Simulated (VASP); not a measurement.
Write the native input for VASP 6.6.1 that does the following.

| Item | Value |
| --- | --- |
| Task | relaxation of the atoms |
| Functional | PBE |
| Potentials or basis | VASP PAW PBE potentials, release 64 (C) |
| Cutoff | 600 eV |
| k mesh | 14 × 14 × 14 |
| Occupations | gaussian, width 0.03 eV |
| Spin | no spin polarisation |
| Further INCAR settings | ALGO = Normal; EDIFF = 1e-07; IBRION = 2; EDIFFG = -0.01; NSW = 40 |

The structure of C lies in POSCAR:

```
C                                       
1.0
    0.0000000000      1.8208301349      1.8208301349
    1.8208301349      0.0000000000      1.8208301349
    1.8208301349      1.8208301349      0.0000000000
  C             
     2
Direct
     0.0000000000000000    0.0000000000000000    0.0000000000000000
     0.2500000000000000    0.2500000000000000    0.2500000000000000
```

This isn't the form of C at room conditions, which is graphite.

The cell isn't the ideal one: a relaxed cell with its volume scaled by 1.06.

One way to write it, as run:

INCAR

```
SYSTEM = C
PREC = Accurate
ENCUT = 600
EDIFF = 1E-7
ISMEAR = 0
SIGMA = 0.03
LREAL = .False.
LASPH = .True.
NELM = 80
ALGO = Normal
ISIF = 2
LWAVE = .False.
LCHARG = .False.
GGA = PE
IBRION = 2
NSW = 40
EDIFFG = -0.01
```

KPOINTS

```
regular mesh
0
Gamma
  14 14 14
  0 0 0
```

Potentials or basis: VASP PAW PBE potentials, release 64 (C).

Launch:

```console
$ cat potpaw_PBE.64/C/POTCAR > POTCAR
$ mpirun -np 1 vasp_std > vasp.out
```

Results of the run:

The pressure after relaxing is -22.8 GPa. The band gap on the k mesh is 3.99 eV, indirect (least direct gap 5.42 eV).

Caveat: the relaxation stopped at its first step, so nothing moved.

It took 9.7 s on 1 thread of Intel(R) Xeon(R) Platinum 8559C (Emerald Rapids) (shared host), peak memory 0.13 GiB.
